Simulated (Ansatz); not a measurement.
## Molecular dynamics of Be

Input file:

```yaml
crystal:
  lattice:
    - [7.091764, 0.0, 0.0]
    - [-3.545882, 6.141648, 0.0]
    - [0.0, 0.0, 7.40853]
  atoms:
    - { symbol: Be, position: [-0.07009328, -0.104074, -0.04623906] }
    - { symbol: Be, position: [0.08609318, 0.11380041, 0.28333209] }
    - { symbol: Be, position: [0.0069566, -0.04385285, 0.52151234] }
    - { symbol: Be, position: [0.10328563, 0.12799218, 0.74654556] }
    - { symbol: Be, position: [-0.04285996, 0.30585985, -0.01490825] }
    - { symbol: Be, position: [0.1310984, 0.51542853, 0.26579304] }
    - { symbol: Be, position: [0.01413913, 0.2540078, 0.50999742] }
    - { symbol: Be, position: [0.06348694, 0.43847412, 0.74582306] }
    - { symbol: Be, position: [-0.01971375, 0.61138722, 0.01093201] }
    - { symbol: Be, position: [0.14178814, 0.84519526, 0.22870063] }
    - { symbol: Be, position: [-0.00891683, 0.63516897, 0.52668846] }
    - { symbol: Be, position: [0.14949225, 0.83184858, 0.74465507] }
    - { symbol: Be, position: [0.33548347, -0.08839626, -0.01120295] }
    - { symbol: Be, position: [0.40617971, 0.18266116, 0.22785444] }
    - { symbol: Be, position: [0.34113618, -0.01362578, 0.46438201] }
    - { symbol: Be, position: [0.43518655, 0.10187489, 0.72032403] }
    - { symbol: Be, position: [0.29678766, 0.29522732, -0.00981209] }
    - { symbol: Be, position: [0.43950526, 0.50118209, 0.27725559] }
    - { symbol: Be, position: [0.33158198, 0.27861989, 0.50297797] }
    - { symbol: Be, position: [0.37963523, 0.4921555, 0.71651331] }
    - { symbol: Be, position: [0.32006852, 0.57829569, -0.03835452] }
    - { symbol: Be, position: [0.41094179, 0.81209481, 0.28017684] }
    - { symbol: Be, position: [0.31004303, 0.63614479, 0.49707161] }
    - { symbol: Be, position: [0.40880798, 0.81402694, 0.7679426] }
    - { symbol: Be, position: [0.66425342, -0.09759562, 0.01834312] }
    - { symbol: Be, position: [0.7800869, 0.17496549, 0.27163728] }
    - { symbol: Be, position: [0.68817852, -0.02753246, 0.52174008] }
    - { symbol: Be, position: [0.73533308, 0.17367966, 0.78685826] }
    - { symbol: Be, position: [0.66221316, 0.29260502, 0.04412758] }
    - { symbol: Be, position: [0.80158998, 0.50106385, 0.29573708] }
    - { symbol: Be, position: [0.69103554, 0.26275543, 0.5164696] }
    - { symbol: Be, position: [0.79282428, 0.49445767, 0.8156175] }
    - { symbol: Be, position: [0.62989908, 0.57789691, 0.02454006] }
    - { symbol: Be, position: [0.78643894, 0.85307235, 0.23387105] }
    - { symbol: Be, position: [0.66668649, 0.6666604, 0.52372441] }
    - { symbol: Be, position: [0.78133097, 0.83051598, 0.73201844] }
basis:
  ecutwfc: 420.0
kpoints:
  mp_grid: { grid: [2, 2, 2] }
hamiltonian:
  xc: pbe
scf:
  occupations: { method: fermi_dirac, width: 0.17 }
  lower_state_search: "off"
md:
  timestep: 1
  n_steps: 140
  ensemble: nve
  temperature: 1200.0
  initial_velocities: maxwell_boltzmann
  seed: 661753
```

Launched with:

```bash
$ ansatz run input.yaml --threads 1 --pin off --max-ram 3072MiB --backend cpu --events-out ev --progress --plain --runs-dir out
```

It goes on from the last frame of an earlier run, with new velocities.

Output, in part (step lines):

```
md step     0: t =     0.00 fs  T =  1200.0 K  F+E_penalty+E_count = -3327.52917838 eV  E_kin = 5.428920 eV  conserved = -3322.10025842 eV  (6 SCF iters)
md step     1: t =     1.00 fs  T =  1205.7 K  F+E_penalty+E_count = -3327.55521291 eV  E_kin = 5.454875 eV  conserved = -3322.10033778 eV  (6 SCF iters)
md step     2: t =     2.00 fs  T =  1222.7 K  F+E_penalty+E_count = -3327.63224874 eV  E_kin = 5.531719 eV  conserved = -3322.10052999 eV  (6 SCF iters)
md step     3: t =     3.00 fs  T =  1250.2 K  F+E_penalty+E_count = -3327.75676665 eV  E_kin = 5.655951 eV  conserved = -3322.10081546 eV  (6 SCF iters)
md step     4: t =     4.00 fs  T =  1287.0 K  F+E_penalty+E_count = -3327.92376503 eV  E_kin = 5.822609 eV  conserved = -3322.10115632 eV  (6 SCF iters)
md step     5: t =     5.00 fs  T =  1331.9 K  F+E_penalty+E_count = -3328.12730767 eV  E_kin = 6.025800 eV  conserved = -3322.10150801 eV  (3 SCF iters)
md step     6: t =     6.00 fs  T =  1383.5 K  F+E_penalty+E_count = -3328.36115133 eV  E_kin = 6.259313 eV  conserved = -3322.10183880 eV  (3 SCF iters)
md step     7: t =     7.00 fs  T =  1440.5 K  F+E_penalty+E_count = -3328.61925888 eV  E_kin = 6.517125 eV  conserved = -3322.10213424 eV  (3 SCF iters)
[... lines left out ...]
```

The steps, from the saved trajectory:

| time (fs) | T (K) | potential energy less start (eV) | conserved less start (meV/atom) |
| --- | --- | --- | --- |
| 0.0 | 1200 | 0.000 | 0.00 |
| 4.0 | 1287 | -0.395 | -0.02 |
| 8.0 | 1502 | -1.367 | -0.06 |
| 12.0 | 1762 | -2.547 | -0.10 |
| 16.0 | 1971 | -3.493 | -0.15 |
| 20.0 | 2043 | -3.819 | -0.13 |
| 24.0 | 1987 | -3.567 | -0.11 |
| 28.0 | 1841 | -2.904 | -0.10 |
| 32.0 | 1641 | -1.998 | -0.06 |
| 36.0 | 1453 | -1.144 | -0.04 |
| 40.0 | 1323 | -0.556 | -0.03 |
| 44.0 | 1290 | -0.406 | -0.02 |
| 48.0 | 1366 | -0.751 | -0.06 |
| 52.0 | 1485 | -1.291 | -0.08 |
| 56.0 | 1582 | -1.734 | -0.10 |
| 60.0 | 1623 | -1.919 | -0.11 |
| 64.0 | 1591 | -1.772 | -0.08 |
| 68.0 | 1536 | -1.520 | -0.03 |
| 72.0 | 1542 | -1.548 | -0.03 |
| 76.0 | 1600 | -1.812 | -0.08 |
| 80.0 | 1644 | -2.012 | -0.08 |
| 84.0 | 1676 | -2.156 | -0.04 |
| 88.0 | 1751 | -2.495 | -0.07 |
| 92.0 | 1823 | -2.825 | -0.15 |
| 96.0 | 1754 | -2.512 | -0.16 |
| 100.0 | 1536 | -1.525 | -0.07 |
| 104.0 | 1350 | -0.677 | 0.02 |
| 108.0 | 1348 | -0.670 | 0.00 |
| 112.0 | 1492 | -1.323 | -0.09 |
| 116.0 | 1613 | -1.872 | -0.15 |
| 120.0 | 1587 | -1.754 | -0.13 |
| 124.0 | 1458 | -1.168 | -0.04 |
| 128.0 | 1383 | -0.828 | 0.00 |
| 132.0 | 1448 | -1.123 | -0.04 |
| 136.0 | 1596 | -1.793 | -0.09 |
| 140.0 | 1726 | -2.383 | -0.11 |

All steps were run. The conserved energy stayed within 0.18 meV per atom of its start (net change -0.11 meV per atom), so the integration is sound. The system heated up, since it started high on the potential surface and ran downhill. A run of 0.14 ps of so small a system gives no equilibrium averages. Limits of this set-up: coarse k mesh.

Mean squared displacements from the first frame to the last, about the centre of mass: Be 0.18 Å².

Last frame:

```xyz
36
Lattice="7.0918 0.0000 0.0000 -3.5459 6.1416 0.0000 0.0000 0.0000 7.4085" Properties=species:S:1:pos:R:3
Be 0.183 -0.685 0.127
Be 0.097 0.934 1.980
Be -0.304 -0.420 3.696
Be 0.387 0.763 5.324
Be -1.048 1.998 0.059
Be -0.929 3.148 1.930
Be -1.011 1.901 3.657
Be -1.240 3.071 5.621
Be -2.072 3.731 0.029
Be -1.800 5.379 1.838
Be -2.295 3.606 3.691
Be -2.419 5.070 5.403
Be 2.614 -0.562 -0.164
Be 2.546 1.186 2.126
Be 2.719 -0.571 3.782
Be 2.228 0.858 5.654
Be 1.090 1.601 0.086
Be 1.368 2.989 1.788
Be 0.930 1.720 3.624
Be 1.283 3.001 5.628
Be 0.402 3.747 -0.006
Be 0.244 5.150 1.841
Be 0.266 3.713 3.665
Be 0.428 5.133 5.595
Be 4.948 -0.330 0.119
Be 4.685 1.310 1.887
Be 4.792 -0.668 4.000
Be 4.946 0.732 5.655
Be 3.714 1.669 0.015
Be 3.730 3.095 1.515
Be 3.849 1.690 4.051
Be 3.751 3.255 5.863
Be 2.429 3.953 0.016
Be 2.303 5.054 2.082
Be 2.430 3.545 3.685
Be 2.544 5.139 5.654
```

The run took 8.8 min on 1 thread of AMD EPYC 9R14 (Zen 4), on a shared host, peak memory 0.72 GiB.
